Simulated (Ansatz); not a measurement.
**BaO: LAPW beside PAW**

Aim: solve BaO at one geometry with all-electron LAPW, PAW on the default files and all-electron PAW on datasets made for the crystal, and see where they agree.

Computed with Ansatz 0.2.0 (DFT LDA, scalar-relativistic, unless a step's input says otherwise).

## (1) Starting point

The structure is cubic, space group Fm-3m (No. 225). The conventional cell has a = 5.500 Å, b = 5.500 Å, c = 5.500 Å, α = 90.00°, β = 90.00°, γ = 90.00°. Ba (site symmetry m-3m) has 6 O at 2.75 Å as nearest neighbours. O (site symmetry m-3m) is surrounded by 6 Ba at 2.75 Å.

As a file:

```cif
data_structure
_symmetry_space_group_name_H-M 'P 1'
_symmetry_Int_Tables_number 1
_cell_length_a 3.8891
_cell_length_b 3.8891
_cell_length_c 3.8891
_cell_angle_alpha 60.000
_cell_angle_beta 60.000
_cell_angle_gamma 60.000
_cell_volume 41.59
loop_
_atom_site_label
_atom_site_type_symbol
_atom_site_fract_x
_atom_site_fract_y
_atom_site_fract_z
_atom_site_occupancy
Ba1 Ba 0.00000 0.00000 0.00000 1
O1 O 0.50000 0.50000 0.50000 1
```

The structure is an experimental refinement, used without relaxation.

Atoms are numbered in the order of the input: Ba1, O2.

## (2) All-electron LAPW

input.yaml

```yaml
crystal:
  lattice:
    - [0.0, 2.75, 2.75]
    - [2.75, 0.0, 2.75]
    - [2.75, 2.75, 0.0]
  atoms:
    - { symbol: Ba, position: [0.0, 0.0, 0.0] }
    - { symbol: O, position: [0.5, 0.5, 0.5] }
kpoints:
  mp_grid: { grid: [9, 9, 9] }
  band_path:
    path:
      - [0.0, 0.0, 0.0]
      - [0.5, 0.0, 0.5]
      - [0.625, 0.25, 0.625]
      - [0.375, 0.375, 0.75]
      - [0.0, 0.0, 0.0]
      - [0.5, 0.5, 0.5]
      - [0.5, 0.25, 0.75]
      - [0.5, 0.0, 0.5]
    npoints: 14
scf:
  occupations: { method: fermi_dirac, width: 0.02 }
hamiltonian:
  xc: lda
  pseudopotentials: { kind: all_electron, lapw: { basis_error: 0.001 } }
output:
  forces: true
  stress: true
  eigenvalues: true
  populations: true
  dos: { projected: true, de: 0.2, e_range: [-14, 8] }
```

The run is started by

```console
ansatz run input.yaml --threads 1 --pin off --max-ram 3072MiB --backend cpu --events-out ev --progress --plain --runs-dir out
```

## (3) PAW on the default files

Edit input.yaml of step 2 so:

```diff
@@ -25,3 +25,3 @@
   xc: lda
-  pseudopotentials: { kind: all_electron, lapw: { basis_error: 0.001 } }
+  pseudopotentials: { kind: paw }
 output:
@@ -30,3 +30,9 @@
   eigenvalues: true
+  efg: { contact_densities: true }
   populations: true
+  bader: true
   dos: { projected: true, de: 0.2, e_range: [-14, 8] }
+  write_density: true
+  write_potential: true
+  elf: true
+  volumetric_format: npy
```

## (4) All-electron PAW on datasets made for the crystal

Edit input.yaml of step 3 so:

```diff
@@ -20,3 +20,3 @@
       - [0.5, 0.0, 0.5]
-    npoints: 14
+    npoints: 8
 scf:
@@ -25,3 +25,3 @@
   xc: lda
-  pseudopotentials: { kind: paw }
+  pseudopotentials: { kind: all_electron, datasets: crystal }
 output:
@@ -31,8 +31 @@
   efg: { contact_densities: true }
-  populations: true
-  bader: true
-  dos: { projected: true, de: 0.2, e_range: [-14, 8] }
-  write_density: true
-  write_potential: true
-  elf: true
-  volumetric_format: npy
```

(Steps that only read results are left out.)

Q: Predict the outcome of this session. Wanted: pressure; gap; Bader charges; highest ELF.

**Answer**, as computed:

```
           quantity                                              value
           pressure  LAPW -2.85, PAW -2.87, crystal datasets -2.85 GPa
         gap (LAPW)                               1.83 eV, direct at X
Bader charges (PAW)                              Ba1 +1.42, O2 -1.42 e
  highest ELF (PAW)                                0.83, 0.59 Å from O
```

In words: The pressure of -2.8 GPa pushes the cell to shrink, with the atoms held in place. A gap opens: 1.83 eV, direct at X. Spin-orbit coupling is left out, though the cell holds Ba; it can shift such gaps by tenths of an eV. The top eV of the valence band is mostly O 2p (94 % of the projected weight). The projection holds only the free atom's occupied shells (Ba 6s, Ba 5p, O 2p in this range). PAW lies -0.02 GPa from LAPW in pressure and less than 0.01 eV in the gap.

The gaps are Kohn-Sham values of a semilocal functional, not quasiparticle or optical gaps. Such gaps usually fall short of the measured ones.
